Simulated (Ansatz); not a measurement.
Crystals in the rock-salt structure, computed with PBE in Ansatz (plane-wave DFT, scalar-relativistic, harmonic phonons, no LO–TO term at Γ; fixed occupations; no spin; PAW, where unfrozen means all-electron datasets; each on its own modest k mesh, which can be coarse for ε∞).

```
  crystal     cell  k mesh    potentials       phonons by  Å³/atom  top Γ mode (cm⁻¹)  lowest mode at X = [0.5, 0, 0.5] (cm⁻¹)  top mode at X = [0.5, 0, 0.5] (cm⁻¹)  mean ε∞  mean Born charge of the element in brackets (e)
LiCl [Li]  relaxed   6×6×6  unfrozen PAW  linear response    17.08                168                                      127                                   210     2.94                                             1.19
 MgS [Mg]  relaxed   6×6×6  unfrozen PAW  linear response    17.88                224                                      126                                   292     5.34                                             2.35
  KCl [K]  relaxed   6×6×6  unfrozen PAW  linear response    32.47                126                                       60                                   136     2.28                                             1.13
 CaO [Ca]  relaxed   6×6×6  unfrozen PAW  linear response    14.09                  ?                                        ?                                     ?        ?                                                ?
AgCl [Ag]  relaxed   6×6×6  unfrozen PAW  linear response    22.10                 92                                       34                                   166     4.94                                             1.46
```

**Question.** Estimate the entries marked ?.

**Answer.** CaO: top Γ mode (cm⁻¹) 255, lowest mode at X = [0.5, 0, 0.5] (cm⁻¹) 197, top mode at X = [0.5, 0, 0.5] (cm⁻¹) 382, mean ε∞ 3.78, mean Born charge of the element in brackets (e) 2.35.
